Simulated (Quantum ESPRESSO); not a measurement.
**HgSe under changes of volume**

One of the cells (28.067 Å³/atom); the others are scaled copies at fixed shape and fractional positions:

```
CELL_PARAMETERS angstrom
0.00000 3.03900 3.03900
3.03900 0.00000 3.03900
3.03900 3.03900 0.00000
ATOMIC_POSITIONS crystal
Hg 0.00000 0.00000 0.00000
Se 0.75000 0.75000 0.75000
```

```yaml
Program: Quantum ESPRESSO 7.5
Functional: LDA
Potentials_or_basis: PseudoDojo 0.4.1 SR LDA standard
Cutoff: 1170 eV
Density_cutoff: 4680 eV
k_mesh: 8 × 8 × 8
Occupations: fermi-dirac, width 0.05 eV
Spin: no spin polarisation
```

```csv
volume (Å³/atom),energy over the lowest point (meV/atom),pressure (GPa)
26.383,14.79,3.5
26.944,?,?
27.505,0.33,0.7
28.067,0.00,-0.5
28.628,3.58,-1.5
29.189,10.61,-2.5
29.751,20.71,-3.3
```

Problem. What does the run at 26.944 Å³/atom give?

Solution. Energy over the lowest point 5.07 meV/atom; pressure 2.0 GPa.

Worked out: A Birch-Murnaghan fit of order 3 (a polynomial in V^(-2/3)) to the other rows has its minimum at 27.83 Å³/atom with B0 = V·E''(V) = 58 GPa and B' = 5.1. It gives 5.07 meV/atom at 26.944 Å³/atom, against the run's 5.07, and -dE/dV = 2.0 GPa, against 2.0.

Energies are extrapolated to zero smearing.
